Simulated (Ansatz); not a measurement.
# LiCl: the cost of one run

Code: Ansatz 0.2.0. PAW datasets, plane waves. Computed, not measured; no magnetism was allowed, and the structure may never have been made.

### 1 The cell

The unstrained cell was relaxed with r2SCAN; in each strained cell the atoms were relaxed again with r2SCAN. Names of k-points are those of the unstrained zone, where strain can split equivalent points. First state: +0.5 % strain along z alone.

The symmetry is I-4m2 (No. 119, tetragonal); conventional cell a = 3.865 Å, c = 5.493 Å, 20.52 Å³ an atom. Li has 4 Cl at 2.37 Å; Cl has 4 Li at 2.37 Å.

Coordinates:

```xyz
2
Lattice="0.0000 2.7330 2.7467 2.7330 0.0000 2.7467 2.7330 2.7330 0.0000" Properties=species:S:1:pos:R:3 pbc="T T T"
Li    0.0000    0.0000    0.0000
Cl    1.3665    1.3665    1.3734
```

From earlier runs on the unstrained cell: PBE 6.05 eV, r2SCAN 6.71 eV, HSE06 7.39 eV, G0W0 8.78 eV (on its mesh); a = 5.466 Å.

### 2 +0.5 % strain along z alone: PBE

Contents of input.yaml:

```yaml
crystal:
  lattice:
    - [0.0, 2.7330425368, 2.7467077495]
    - [2.7330425368, 0.0, 2.7467077495]
    - [2.7330425368, 2.7330425368, 0.0]
  atoms:
    - { symbol: Li, position: [0.0, 0.0, 0.0] }
    - { symbol: Cl, position: [0.25, 0.25, 0.25] }
kpoints:
  mp_grid: { grid: [8, 8, 8] }
  band_path:
    path:
      - [0.0, 0.0, 0.0]
      - [-0.5, -0.5, 0.0]
      - [-0.375, -0.375, 0.25]
      - [-0.375, 0.0, 0.375]
      - [0.0, 0.0, 0.5]
      - [-0.5, -0.25, 0.25]
    npoints: 1
hamiltonian:
  xc: pbe
scf:
  occupations: { method: fermi_dirac, width: 0.02 }
  n_extra_bands: 4
output:
  forces: true
  stress: true
  eigenvalues: true
  write_density: true
  write_potential: true
  elf: true
  volumetric_format: npy
```

The run is started by

```
$ ansatz run input.yaml --threads 2 --pin off --max-ram 2211MiB --backend cpu --events-out ev --progress --plain --runs-dir out
```

**Question.** How long does this run take on 2 threads of Arm Neoverse N1, shared host, and how much memory does it need?

About 3 s, with a peak of 0.3 GiB.
